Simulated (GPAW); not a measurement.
AlN: equation of state with LDA

Crystal: AlN.

```
Al N
1.0
     3.11300    0.00000    0.00000
    -1.55650    2.69594    0.00000
     0.00000    0.00000    4.98100
Al N
2 2
Direct
  0.66667 0.33333 0.50000
  0.33333 0.66667 0.00000
  0.66667 0.33333 0.88000
  0.33333 0.66667 0.38000
```

- Program: GPAW 26.7.0
- Task: equation of state
- Functional: LDA
- Potentials or basis: the program's PAW data sets (release 1.2.1) made for this functional
- Cutoff: 800 eV
- Basis: pw
- k mesh: 8 × 8 × 5
- Occupations: fermi-dirac, width 0.05 eV
- Spin: no spin polarisation
- Maxiter: 150
- Eos scales: [0.94, 0.96, 0.98, 1.0, 1.02, 1.04, 1.06]

The equilibrium volume is 10.29 Å³/atom, the bulk modulus at fixed shape and positions is 213 GPa and the pressure derivative of the bulk modulus is 4.0.

Energy against volume, from the lowest point:
```csv
volume (Å³/atom),energy (meV/atom)
9.824,14.96
10.033,4.26
10.242,0.00
10.451,1.48
10.660,8.20
10.869,19.74
11.078,35.41
```

It took 2.8 min on 1 thread of Arm Neoverse V2 (shared host), peak memory 0.3 GiB.

Caveat: the cell was scaled at fixed shape and fractional positions, which overstates the stiffness of a crystal with free parameters, most of all of layers and chains.
